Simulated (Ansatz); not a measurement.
Straining HfO$_{2}$

All numbers below come from DFT PBE, scalar-relativistic, plane waves, PAW (Ansatz 0.2.0). (420 eV cutoff, 6×6×8 k-mesh, Gaussian smearing of 0.02 eV, no spin polarisation)

Starting point, cell and atoms relaxed:

```
CELL_PARAMETERS angstrom
4.88037 0.00000 0.00000
0.00000 4.88037 0.00000
0.00000 0.00000 3.23768
ATOMIC_POSITIONS crystal
Hf 0.00000 0.00000 0.00000
Hf 0.50000 0.50000 0.50000
O 0.19482 0.80518 0.50000
O 0.30518 0.30518 0.00000
O 0.69482 0.69482 0.00000
O 0.80518 0.19482 0.50000
```

Deformation: biaxial strain in the a-b plane, with the length and tilt of c and the atoms relaxed, all within the symmetry that the strain leaves. Energies are extrapolated to zero smearing. Stress is positive in compression, on the Cartesian axes of the cell above. Gaps are Kohn–Sham gaps over the whole zone.

Spin-orbit coupling is left out, which matters for the bands and energies of heavy elements.

```tsv
strain (%)	ΔE (meV/atom)	a (Å)	b (Å)	c (Å)	σxx (GPa)	σyy (GPa)	σzz (GPa)	gap (eV)
-6.0	110.5	4.588	4.588	3.387	24.09	24.09	0.01	3.92
-4.0	48.1	4.685	4.685	3.331	15.50	15.50	0.00	4.01
-2.0	11.8	4.783	4.783	3.281	7.45	7.45	0.00	4.05
+0.0	0.0	4.880	4.880	3.238	0.02	0.02	-0.01	3.90
+2.0	10.9	4.978	4.978	3.201	-6.61	-6.61	0.01	3.79
+4.0	41.8	5.076	5.076	3.169	-12.21	-12.21	0.00	3.72
+6.0	89.4	5.173	5.173	3.144	-16.58	-16.58	0.00	3.72
```

This rutile-type form isn't the usual stable structure of the compound.